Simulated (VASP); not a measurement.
Runs of VASP 6.6.1 on MgSe. The structure is cubic, space group Fm-3m (No. 225). Conventional cell: a = 5.467 Å, b = 5.467 Å, c = 5.467 Å, α = 90.00°, β = 90.00°, γ = 90.00°. Mg (site symmetry m-3m) has 6 Se at 2.73 Å as nearest neighbours. Se (site symmetry m-3m) is surrounded by 6 Mg at 2.73 Å. The cell comes from a database or a generator and needn't be the stable form of this composition.

```tsv
task	level	potentials or basis	gap on the mesh (eV)	pressure (GPa)
single point	LDA	VASP PAW LDA potentials, release 64 (Mg, Se)	1.63	-3.0
single point	r2SCAN	VASP PAW PBE potentials, release 64 (Mg, Se)	(c)	-0.1
electric field gradients	PBEsol	VASP PAW PBE potentials, release 64 (Mg, Se)	1.75	(b)
electric field gradients	PBE	VASP PAW PBE potentials, release 64 (Mg, Se)	1.79	(a)
```

Alike in all rows: no spin polarisation; cell as given; k mesh 10 × 10 × 10; cutoff (eV) 520; smearing fermi-dirac 0.01 eV.

Fill in the values left out.

(a) 1.3; (b) -0.7; (c) 2.45.

Caveats: the PAW data sets were made with another functional, which shifts forces and pressure a little (some runs).

A k mesh can miss the band edges, and the runs leave out spin-orbit coupling on Se.

Not every run made on this cell is shown here.
